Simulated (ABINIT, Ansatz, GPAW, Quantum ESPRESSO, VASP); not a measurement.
## Au: programs and potentials compared

```xyz
1
Lattice="2.7484 0.0000 0.0000 0.0000 2.7484 0.0000 0.0000 0.0000 2.7484" Properties=species:S:1:pos:R:3 pbc="T T T"
Au    1.3742    1.3742    1.3742
```

This isn't the form of Au at room conditions, which is fcc.

Alike in all runs: task single point; functional PBE; k mesh 10 × 10 × 10; occupations fermi-dirac, width 0.05 eV; no spin polarisation; no spin-orbit coupling. Pressure is positive in compression and, in plane waves, holds the error of the finite cutoff, which Ansatz's Pulay term estimates and takes out.

| program and potentials | plane-wave cutoff (eV) | notes | band gap (eV) | pressure (GPa) |
| --- | --- | --- | --- | --- |
| Ansatz, Ansatz PAW (earlier soft set) | 420 | 19 valence electrons an atom on average; Pulay term of +0.05 GPa included | no gap | 0.23 |
| GPAW, GPAW PAW data sets (gpaw-data 1.2.1) | 600 | 11 valence electrons an atom on average; this data set often lies off other programs | no gap | 1.87 |
| Quantum ESPRESSO, SSSP 1.3 efficiency PBE | 816 | 19 valence electrons an atom on average | no gap | -0.37 |
| VASP, PBE PAW files Au, 520 eV | 520 | 11 valence electrons an atom on average | no gap | 0.05 |
| ABINIT, JTH PAW PBE v2.0 | 544 | 11 valence electrons an atom on average | no gap | 0.42 |

None finds a gap. The pressure spans -0.37 (Quantum ESPRESSO, SSSP 1.3 efficiency PBE) to 1.87 GPa (GPAW, GPAW PAW data sets (gpaw-data 1.2.1)). The pressure on the cell as given of GPAW, GPAW PAW data sets (gpaw-data 1.2.1) lies far from the others; the cause wasn't traced.

Differences between rows come from potentials, basis sets and numerical settings, since the functional is the same but for its coding. Runs on potential files found faulty are left out.
